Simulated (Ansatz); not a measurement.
GeTe (R3m), Ansatz (a first-principles code) with r2SCAN with spin-orbit coupling, rigid bands: N_v = 2.35e19 cm⁻³ at 300 K and a hole conductivity mass of 0.195 mₑ along x (a = (2.09, 1.21, 3.69) Å; b = (-2.09, 1.21, 3.69) Å; c = (0.00, -2.42, 3.69) Å).

For 1e17 holes per cm³ at 300 K, place the Fermi level, estimate the Seebeck coefficient of a parabolic band with constant τ, and give mobility and conductivity for τ = 5 fs.

The level lies k_BT ln(N_v/p) = 0.141 eV above the valence-band maximum. S ≈ +(k_B/e)[ln(N_v/p) + 5/2] = 686 μV/K, against 677 μV/K from the full bands (mean over directions). μ = eτ/m = 45.1 cm²/(V·s) and σ = peμ = 0.723 S/cm. τ is assumed, not computed.

Band transport and this doping are assumed; polarons and phonon drag are left out.
